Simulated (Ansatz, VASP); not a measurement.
**One calculation of Al, two programs**

```xyz
1
Lattice="0.0607 2.0543 2.0543 2.0543 0.0607 2.0543 2.0543 2.0543 0.0607" Properties=species:S:1:pos:R:3 pbc="T T T"
Al    0.0000    0.0000    0.0000
```

Change from the starting cell: equal xy, yz and zx shear strains of +3 %, crystal datasets.

Alike in both runs: task electric field gradients; functional PBEsol; k mesh 14 × 14 × 14; occupations fermi-dirac, width 0.05 eV; no spin polarisation.

```csv
,VASP,Ansatz
version,VASP 6.6.1,Ansatz 0.2.0
potentials or method,"VASP PAW PBE potentials, release 64 (Al), cutoff 520 eV","all-electron PAW with datasets made for the crystal, scalar-relativistic"
```

|  | VASP | Ansatz | Ansatz less VASP |
| --- | --- | --- | --- |
| pressure (GPa) | -1.7 | -1.8 | -0.05 |
| largest component of the traceless stress (GPa) | 0.18 | 0.17 | -0.012 |
| Vzz of the field gradient on the site that differs most (V/Å²) | 4.0 | 3.7 | -0.31 |

Ansatz ran all-electron here, so the differences hold the error of VASP's frozen core and of both bases.

Caveats: the PAW data sets were made with another functional, which shifts forces and pressure a little (VASP).
